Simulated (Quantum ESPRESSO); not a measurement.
Here is a Quantum ESPRESSO 7.5 calculation.

Contents of pw.in:

```
&CONTROL
  calculation = 'scf'
  prefix = 'pwscf'
  outdir = './tmp'
  pseudo_dir = './pseudo'
  tprnfor = .true.
  tstress = .true.
  disk_io = 'low'
/
&SYSTEM
  ibrav = 0
  nat = 2
  ntyp = 2
  ecutwfc = 86
  nbnd = 22
  occupations = 'smearing'
  smearing = 'fd'
  degauss = 0.00367493
/
&ELECTRONS
  conv_thr = 4d-10
  electron_maxstep = 120
  mixing_beta = 0.5
/
ATOMIC_SPECIES
Pb   207.2000 Pb.upf
Se    78.9710 Se.upf
CELL_PARAMETERS angstrom
   0.0000000000    3.0606500000    3.0606500000
   3.0606500000    0.0000000000    3.0606500000
   3.0606500000    3.0606500000    0.0000000000
ATOMIC_POSITIONS crystal
Pb     0.0000000000    0.0000000000    0.0000000000
Se     0.5000000000    0.5000000000    0.5000000000
K_POINTS automatic
8 8 8 0 0 0
```

Contents of nscf.in:

```
&CONTROL
  calculation = 'nscf'
  prefix = 'pwscf'
  outdir = './tmp'
  pseudo_dir = './pseudo'
  disk_io = 'low'
/
&SYSTEM
  ibrav = 0
  nat = 2
  ntyp = 2
  ecutwfc = 86
  nbnd = 27
  occupations = 'smearing'
  smearing = 'fd'
  degauss = 0.00367493
  nosym = .true.
  noinv = .true.
/
&ELECTRONS
  conv_thr = 1d-09
  electron_maxstep = 120
  mixing_beta = 0.5
  diago_full_acc = .true.
  startingwfc = 'random'
/
ATOMIC_SPECIES
Pb   207.2000 Pb.upf
Se    78.9710 Se.upf
CELL_PARAMETERS angstrom
   0.0000000000    3.0606500000    3.0606500000
   3.0606500000    0.0000000000    3.0606500000
   3.0606500000    3.0606500000    0.0000000000
ATOMIC_POSITIONS crystal
Pb     0.0000000000    0.0000000000    0.0000000000
Se     0.5000000000    0.5000000000    0.5000000000
K_POINTS crystal
125
  0.00000000   0.00000000   0.00000000 8.00000000e-03
  0.00000000   0.00000000   0.20000000 8.00000000e-03
  0.00000000   0.00000000   0.40000000 8.00000000e-03
  0.00000000   0.00000000   0.60000000 8.00000000e-03
  0.00000000   0.00000000   0.80000000 8.00000000e-03
  0.00000000   0.20000000   0.00000000 8.00000000e-03
[... 117 lines left out ...]
  0.80000000   0.80000000   0.60000000 8.00000000e-03
  0.80000000   0.80000000   0.80000000 8.00000000e-03
```

Contents of pw2wan.in:

```
&INPUTPP
  prefix = 'pwscf'
  outdir = './tmp'
  seedname = 'w'
  write_mmn = .true.
  write_amn = .true.
/
```

bands.in

```
&CONTROL
  calculation = 'bands'
  prefix = 'pwscf'
  outdir = './tmp'
  pseudo_dir = './pseudo'
  disk_io = 'low'
/
&SYSTEM
  ibrav = 0
  nat = 2
  ntyp = 2
  ecutwfc = 86
  nbnd = 27
  occupations = 'smearing'
  smearing = 'fd'
  degauss = 0.00367493
/
&ELECTRONS
  conv_thr = 1d-08
  electron_maxstep = 120
  mixing_beta = 0.5
  diago_full_acc = .true.
  startingwfc = 'random'
/
ATOMIC_SPECIES
Pb   207.2000 Pb.upf
Se    78.9710 Se.upf
CELL_PARAMETERS angstrom
   0.0000000000    3.0606500000    3.0606500000
   3.0606500000    0.0000000000    3.0606500000
   3.0606500000    3.0606500000    0.0000000000
ATOMIC_POSITIONS crystal
Pb     0.0000000000    0.0000000000    0.0000000000
Se     0.5000000000    0.5000000000    0.5000000000
K_POINTS crystal
61
  0.00000000   0.00000000   0.00000000 1
  0.05555600   0.00000000   0.05555600 1
  0.11111100   0.00000000   0.11111100 1
  0.16666700   0.00000000   0.16666700 1
  0.22222200   0.00000000   0.22222200 1
  0.27777800   0.00000000   0.27777800 1
  0.33333300   0.00000000   0.33333300 1
  0.38888900   0.00000000   0.38888900 1
  0.44444400   0.00000000   0.44444400 1
  0.50000000   0.00000000   0.50000000 1
  0.50000000   0.05000000   0.55000000 1
  0.50000000   0.10000000   0.60000000 1
  0.50000000   0.15000000   0.65000000 1
  0.50000000   0.20000000   0.70000000 1
  0.50000000   0.25000000   0.75000000 1
  0.45833300   0.29166700   0.75000000 1
  0.41666700   0.33333300   0.75000000 1
  0.37500000   0.37500000   0.75000000 1
  0.33750000   0.33750000   0.67500000 1
  0.30000000   0.30000000   0.60000000 1
  0.26250000   0.26250000   0.52500000 1
  0.22500000   0.22500000   0.45000000 1
  0.18750000   0.18750000   0.37500000 1
  0.15000000   0.15000000   0.30000000 1
  0.11250000   0.11250000   0.22500000 1
  0.07500000   0.07500000   0.15000000 1
  0.03750000   0.03750000   0.07500000 1
  0.00000000   0.00000000   0.00000000 1
  0.06250000   0.06250000   0.06250000 1
  0.12500000   0.12500000   0.12500000 1
  0.18750000   0.18750000   0.18750000 1
  0.25000000   0.25000000   0.25000000 1
  0.31250000   0.31250000   0.31250000 1
  0.37500000   0.37500000   0.37500000 1
  0.43750000   0.43750000   0.43750000 1
  0.50000000   0.50000000   0.50000000 1
  0.52083300   0.45833300   0.52083300 1
  0.54166700   0.41666700   0.54166700 1
  0.56250000   0.37500000   0.56250000 1
  0.58333300   0.33333300   0.58333300 1
  0.60416700   0.29166700   0.60416700 1
  0.62500000   0.25000000   0.62500000 1
  0.58333300   0.25000000   0.66666700 1
  0.54166700   0.25000000   0.70833300 1
  0.50000000   0.25000000   0.75000000 1
  0.50000000   0.29166700   0.70833300 1
  0.50000000   0.33333300   0.66666700 1
  0.50000000   0.37500000   0.62500000 1
  0.50000000   0.41666700   0.58333300 1
  0.50000000   0.45833300   0.54166700 1
  0.50000000   0.50000000   0.50000000 1
  0.47916700   0.47916700   0.54166700 1
  0.45833300   0.45833300   0.58333300 1
  0.43750000   0.43750000   0.62500000 1
  0.41666700   0.41666700   0.66666700 1
  0.39583300   0.39583300   0.70833300 1
  0.37500000   0.37500000   0.75000000 1
  0.62500000   0.25000000   0.62500000 1
  0.58333300   0.16666700   0.58333300 1
  0.54166700   0.08333300   0.54166700 1
  0.50000000   0.00000000   0.50000000 1
```

Contents of w.win:

```
num_wann = 13
num_bands = 22
guiding_centres = true
dis_froz_max = 10.79
dis_num_iter = 600
dis_mix_ratio = 0.5
dis_conv_tol = 1.0d-9
num_iter = 0
search_shells = 100
kmesh_tol = 1.0d-4
conv_tol = 1.0d-8
conv_window = 4
num_print_cycles = 200
fermi_energy = 9.6402
bands_plot = true
write_hr = true
mp_grid = 5 5 5
exclude_bands = 1-5
begin projections
Pb: s;p;d
Se: s;p
end projections
begin unit_cell_cart
ang
  0.0000000000   3.0606500000   3.0606500000
  3.0606500000   0.0000000000   3.0606500000
  3.0606500000   3.0606500000   0.0000000000
end unit_cell_cart
begin atoms_frac
Pb   0.0000000000   0.0000000000   0.0000000000
Se   0.5000000000   0.5000000000   0.5000000000
end atoms_frac
begin kpoint_path
G   0.0000000000   0.0000000000   0.0000000000  X   0.5000000000   0.0000000000   0.5000000000
X   0.5000000000   0.0000000000   0.5000000000  W   0.5000000000   0.2500000000   0.7500000000
W   0.5000000000   0.2500000000   0.7500000000  K   0.3750000000   0.3750000000   0.7500000000
K   0.3750000000   0.3750000000   0.7500000000  G   0.0000000000   0.0000000000   0.0000000000
G   0.0000000000   0.0000000000   0.0000000000  L   0.5000000000   0.5000000000   0.5000000000
L   0.5000000000   0.5000000000   0.5000000000  U   0.6250000000   0.2500000000   0.6250000000
U   0.6250000000   0.2500000000   0.6250000000  W   0.5000000000   0.2500000000   0.7500000000
W   0.5000000000   0.2500000000   0.7500000000  L   0.5000000000   0.5000000000   0.5000000000
L   0.5000000000   0.5000000000   0.5000000000  K   0.3750000000   0.3750000000   0.7500000000
U   0.6250000000   0.2500000000   0.6250000000  X   0.5000000000   0.0000000000   0.5000000000
end kpoint_path
bands_num_points = 9
begin kpoints
  0.00000000   0.00000000   0.00000000
  0.00000000   0.00000000   0.20000000
  0.00000000   0.00000000   0.40000000
  0.00000000   0.00000000   0.60000000
  0.00000000   0.00000000   0.80000000
  0.00000000   0.20000000   0.00000000
[... 117 lines left out ...]
  0.80000000   0.80000000   0.60000000
  0.80000000   0.80000000   0.80000000
end kpoints
```

Potentials or basis: PseudoDojo 0.4.1 SR PBE standard.

The run is started by

```console
$ OMP_NUM_THREADS=1 pw.x -in pw.in > pw.out
$ OMP_NUM_THREADS=1 pw.x -in nscf.in > nscf.out
$ wannier90.x -pp w
$ OMP_NUM_THREADS=1 pw2wannier90.x -in pw2wan.in > pw2wan.out
$ wannier90.x w
$ OMP_NUM_THREADS=1 pw.x -in bands.in > bands.out
```

Problem. What does it give for the total Wannier spread?

Solution. 18.08 Å² over 13 functions.

Problem. Predict the RMS miss of the Wannier bands.

Solution. 0.022 eV.

Problem. What does it give for the band gap on the k mesh?

Solution. 0.30 eV, direct.

Problem. Estimate the pressure.

Solution. 2.4 GPa.

Problem. What does it give for the band gap along the path?

Solution. 0.30 eV, direct.

Wannier functions:
```
function  nearest atom  distance (Å)  spread (Å²)  on-site energy from the reference level (eV)
       1          1 Pb          0.00         1.64                                         -7.25
       2          1 Pb          0.00         2.47                                          2.04
       3          1 Pb          0.00         2.47                                          2.04
       4          1 Pb          0.00         2.47                                          2.04
       5          1 Pb          0.00         0.60                                        -16.98
       6          1 Pb          0.00         0.58                                        -16.95
       7          1 Pb          0.00         0.58                                        -16.95
       8          1 Pb          0.00         0.60                                        -16.98
       9          1 Pb          0.00         0.58                                        -16.95
      10          2 Se          0.00         1.07                                        -12.03
      11          2 Se          0.00         1.67                                         -1.35
      12          2 Se          0.00         1.67                                         -1.35
      13          2 Se          0.00         1.67                                         -1.35
```

Caveat: spin-orbit coupling is left out, which as a rule narrows the gap of such compounds by several tenths of an eV.

**Measured values to compare with.**

From a printed reference work, monograph, for a bulk crystal of PbSe at 4.2 K: band gap 0.15 eV (direct).

Against the measured gap of PbSe, 0.15 eV (direct; 4.2 K; a printed reference work, monograph), the calculated 0.30 eV is off by +0.15 eV. 2 values of this kind are on record (0.15 to 0.28 eV); this one was drawn at random. Spin-orbit coupling on Pb, Se is left out. The value is that of PBE, without temperature or zero-point motion.
